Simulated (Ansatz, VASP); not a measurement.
One calculation of Pd, two programs

```
CELL_PARAMETERS angstrom
0.00000 1.94490 1.94490
1.94490 0.00000 1.94490
1.94490 1.94490 0.00000
ATOMIC_POSITIONS crystal
Pd 0.00000 0.00000 0.00000
```

Alike in both runs: task single point; functional PBEsol; k mesh 18 × 18 × 18; occupations fermi-dirac, width 0.05 eV; no spin polarisation.

|  | VASP | Ansatz |
| --- | --- | --- |
| version | VASP 6.6.1 | Ansatz 0.2.0 |
| potentials or method | VASP PAW PBE potentials, release 64 (Pd), cutoff 520 eV | all-electron LAPW, scalar-relativistic |

```csv
,VASP,Ansatz,Ansatz less VASP
pressure (GPa),-2.5,-2.3,+0.27
```

Ansatz ran all-electron here, so the differences hold the error of VASP's frozen core and of both bases.

Caveats: the PAW data sets were made with another functional, which shifts forces and pressure a little (VASP).
